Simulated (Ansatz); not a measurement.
Here is an Ansatz 0.2.0 calculation.

The input input.yaml:

```yaml
crystal:
  lattice:
    - [4.15, 0.0, 0.0]
    - [-2.075, 3.5940054257, 0.0]
    - [0.0, 0.0, 5.78]
  atoms:
    - { symbol: Sb, position: [0.6666666667, 0.3333333333, 0.75] }
    - { symbol: Sb, position: [0.3333333333, 0.6666666667, 0.25] }
    - { symbol: Mn, position: [0.0, 0.0, 0.5], spin: 4.0 }
    - { symbol: Mn, position: [0.0, 0.0, 0.0], spin: 4.0 }
hamiltonian:
  xc: pbe
  pseudopotentials: { kind: paw }
magnetization:
  spin_polarized: true
kpoints:
  mp_grid: { grid: [7, 7, 5] }
scf:
  occupations: { method: gaussian, width: 0.022 }
output:
  forces: true
  stress: true
  eigenvalues: true
```

Potentials or basis: Ansatz PAW.

Launch:

```console
$ ansatz run input.yaml --threads 2 --pin off --max-ram 5632MiB --backend cpu --events-out ev --progress --plain --runs-dir out
```

Problem. What does it give for the pressure?

Solution. -3.4 GPa.

Problem. What does it give for the band gap on the k mesh?

Solution. None (metal or under the smearing width).

Problem. What does it give for the site moments?

Solution. Sb -0.13; Mn +3.43 μB.

Problem. Predict the net moment.

Solution. 6.68 μB per cell.

Stress tensor (GPa, compression positive):
```
-2.96  0.00  0.00
 0.00 -2.96  0.00
 0.00  0.00 -4.15
```

 The run has no spin-orbit coupling, so splittings on Sb are missing.
